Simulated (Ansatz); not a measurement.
Problem. Write an Ansatz input for a full relaxation of cell and atoms of K with PBE (scalar-relativistic), a cutoff of 420 eV (density cutoff 4 times that), a Γ-centred 10×10×6 mesh and Gaussian smearing of 0.05 eV, without spin polarisation. Stop at forces under 0.01 eV/Å and stress under 0.04 GPa, or after 60 steps. Forces, stress and eigenvalues are wanted. The structure:
```
CELL_PARAMETERS angstrom
4.6590760777 0.0000000000 0.0000000000
-2.3295380388 4.0348782414 0.0000000000
0.0000000000 0.0000000000 7.6098242602
ATOMIC_POSITIONS crystal
K 0.3333333333 0.6666666667 0.7500000000
K 0.6666666667 0.3333333333 0.2500000000
```

Solution. 
```yaml
crystal:
  lattice:
    - [4.6590760777, 0.0, 0.0]
    - [-2.3295380388, 4.0348782414, 0.0]
    - [0.0, 0.0, 7.6098242602]
  atoms:
    - { symbol: K, position: [0.3333333333, 0.6666666667, 0.75] }
    - { symbol: K, position: [0.6666666667, 0.3333333333, 0.25] }
basis:
  ecutwfc: 420
  ecutrho_ratio: 4
kpoints:
  mp_grid: { grid: [10, 10, 6] }
hamiltonian:
  xc: pbe
scf:
  occupations: { method: gaussian, width: 0.05 }
output:
  forces: true
  stress: true
  eigenvalues: true
relax:
  f_tol: 0.01
  max_steps: 60
  cell: { stress_tol: 0.04 }
```

Run as written, it has 18 valence electrons, 2863 plane waves at Γ (in the final cell), 24 symmetry operations and 56 irreducible k-points; it took 18 SCF iterations in all. 

At room temperature and ambient pressure K is bcc.
